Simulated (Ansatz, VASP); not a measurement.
## Sr: VASP beside Ansatz

```xyz
1
Lattice="0.0000 3.0521 3.0521 3.0521 0.0000 3.0521 3.0521 3.0521 0.0000" Properties=species:S:1:pos:R:3 pbc="T T T"
Sr    0.0000    0.0000    0.0000
```

Alike in both runs: task single point; functional r2SCAN; k mesh 6 × 6 × 6; occupations fermi-dirac, width 0.1 eV; no spin polarisation.

```csv
,VASP,Ansatz
version,VASP 6.6.1,Ansatz 0.2.0
potentials or method,"VASP PAW PBE potentials, release 64 (Sr_sv)","plane waves (500 eV) with PAW, scalar-relativistic"
plane-wave cutoff (eV),520,500
valence electrons in the cell,10,10
```

|  | VASP | Ansatz | Ansatz less VASP |
| --- | --- | --- | --- |
| pressure (GPa) | 0.0 | 0.0 | -0.02 |

The functional is the same, so the differences come from potentials, cutoffs and numerics.

Caveats: the PAW data sets were made with another functional, which shifts forces and pressure a little (VASP).
